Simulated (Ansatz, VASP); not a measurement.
**Two plane-wave programs on HgSe**

```
Hg Se
1.0
     0.00000    3.03164    3.03164
     3.03164    0.00000    3.03164
     3.03164    3.03164    0.00000
Hg Se
1 1
Direct
  0.00000 0.00000 0.00000
  0.25000 0.25000 0.25000
```

Alike in both runs: functional LDA; k mesh 10 × 10 × 10; occupations gaussian, width 0.01 eV; no spin polarisation.

Ansatz relaxed the structure, and its values are those at the end. VASP's run is a single point on that final structure, the one shown.

|  | VASP | Ansatz |
| --- | --- | --- |
| version | VASP 6.6.1 | Ansatz 0.2.0 |
| potentials or method | VASP PAW LDA potentials, release 64 (Hg, Se) | scalar-relativistic, plane waves, PAW |
| plane-wave cutoff (eV) | 520 | 420 |
| valence electrons in the cell | 18 | 36 |

Ansatz gave:

* gap on the k mesh at the Fermi level (eV): none
* pressure (GPa): 0.0

What did VASP give for the same quantities?

gap on the k mesh at the Fermi level (eV): none; pressure (GPa): 0.5.

A gap of «none» marks a metal or a gap that the smearing closes. The two sets of potentials don't hold the same shells in valence.

Spin-orbit coupling is left out, which matters for the levels of Hg.
